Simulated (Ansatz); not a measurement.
CdF2:

```
Cd F
1.0
     0.00000    2.69400    2.69400
     2.69400    0.00000    2.69400
     2.69400    2.69400    0.00000
Cd F
1 2
Direct
  0.00000 0.00000 0.00000
  0.75000 0.75000 0.75000
  0.25000 0.25000 0.25000
```

Program: Ansatz 0.2.0. Alike in all runs: task band structure; potentials or basis Ansatz PAW; no spin polarisation; cell as given; k mesh 9 × 9 × 9; cutoff (eV) 420; smearing fermi-dirac 0.05 eV.

Order these runs on this cell by their pressure, lowest first.
A. level PBE
B. level PBEsol
C. level LDA

C (-5.7 GPa), B (-0.2 GPa), A (5.5 GPa).

Caveats: the PAW data sets come from PBE, with cores solved anew for the run's functional, which leaves a small shift of forces and pressure (some runs).
